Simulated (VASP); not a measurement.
# Na: restarted molecular dynamics, 2 variants

Na, I4/mmm (no. 139), 16 atoms in the cell. PBE, molecular dynamics; PAW potentials Na (PBE set).

| Restart from | Temperature at the end (K) | The same without a restart (K) | Potential energy at the end (eV/atom) | The same without a restart (eV/atom) | Electronic steps in the first step after the restart | Time (s) |
|---|---|---|---|---|---|---|
| CONTCAR with velocities, WAVECAR read | 351.0 | 351.0 | -1.22666 | -1.22666 | 4 | 98 |
| CONTCAR with velocities, no WAVECAR | 351.0 | 351.0 | -1.22666 | -1.22666 | 13 | 100 |

Limits: 120 fs of 16 atoms are too short for converged averages.

## Input of the first row

INCAR.step1:
```
SYSTEM = Na
  GGA = PE
  PREC = Normal
  ENCUT = 200
  EDIFF = 1E-6
  NELMIN = 4
  NELM = 60
  ALGO = Fast
  LREAL = Auto
  LASPH = .True.
  ISMEAR = -1
  SIGMA = 0.05
  ISYM = 0
  LWAVE = .True.
  LCHARG = .False.
  IBRION = 0
  NSW = 30
  POTIM = 2.0
  TEBEG = 600
  ISIF = 2
  RANDOM_SEED = 634296 0 0
  MDALGO = 4
  NHC_NCHAINS = 3
  NHC_PERIOD = 30
  KPAR = 2
```

INCAR.step2, as INCAR.step1 but for:
```
- LWAVE = .True.
+ LWAVE = .False.
```

KPOINTS:
```
k-points
0
Monkhorst-Pack
  2 2 1
```

POSCAR.step1:
```
Na
1.0
    7.5531643200      0.0000000000      0.0000000000
    0.0000000000      7.5531643200      0.0000000000
    0.0000000000      0.0000000000     10.5491067200
Na
16
Direct
    0.0000000000      0.0000000000      0.0000000000
    0.0000000000      0.0000000000      0.5000000000
    0.0000000000      0.5000000000      0.0000000000
    0.0000000000      0.5000000000      0.5000000000
    0.5000000000      0.0000000000      0.0000000000
    0.5000000000      0.0000000000      0.5000000000
    0.5000000000      0.5000000000      0.0000000000
    0.5000000000      0.5000000000      0.5000000000
    0.2500000000      0.2500000000      0.2500000000
    0.2500000000      0.2500000000      0.7500000000
    0.2500000000      0.7500000000      0.2500000000
    0.2500000000      0.7500000000      0.7500000000
    0.7500000000      0.2500000000      0.2500000000
    0.7500000000      0.2500000000      0.7500000000
    0.7500000000      0.7500000000      0.2500000000
    0.7500000000      0.7500000000      0.7500000000
```

Commands (each step's output is kept before the next begins):
```
cat potpaw_PBE.64/Na/POTCAR > POTCAR
cp INCAR.step1 INCAR
cp POSCAR.step1 POSCAR
mpirun -np 2 vasp_std > vasp.out
cp CONTCAR POSCAR
cp INCAR.step2 INCAR
mpirun -np 2 vasp_std > vasp.out
```

Changes of the last row against the first:
```
(step 1)
- LWAVE = True
+ LWAVE = False
```

VASP 6.6.1 took 98 s on 2 cores (AMD EPYC 7R13 (Zen 3)), a shared host.
